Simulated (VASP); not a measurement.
Be, 2 atoms in the cell. The cell holds a sheet with vacuum, 2 atoms: a = 2.854 Å, b = 2.854 Å, c = 14.000 Å, α = 90.00°, β = 90.00°, γ = 120.00°. The cell was built by a generator and needn't be a form met in nature.

* Program: VASP 6.6.1
* Task: single point
* Functional: PBE
* Potentials or basis: VASP PAW PBE potentials, release 64 (Be)
* Cutoff: 520 eV
* k mesh: 6 × 6 × 1
* Occupations: gaussian, width 0.1 eV
* Spin: no spin polarisation
* Dipole correction: yes
* Further INCAR settings: ALGO = Normal; EDIFF = 1e-07; NBANDS = 9

Potentials or basis: VASP PAW PBE potentials, release 64 (Be).

The run is started by

```console
$ cat potpaw_PBE.64/Be/POTCAR > POTCAR
$ mpirun -np 1 vasp_std > vasp.out
```

Hardware: 1 thread of Intel(R) Xeon(R) Platinum 8559C (Emerald Rapids), with other jobs on the host.

Question: Estimate the wall time of this run.

Answer: Run time: 11 s on 1 thread of Intel(R) Xeon(R) Platinum 8559C (Emerald Rapids), with other jobs on the host, peak memory 0.21 GiB. Counts: scf iterations 19, k points 7.
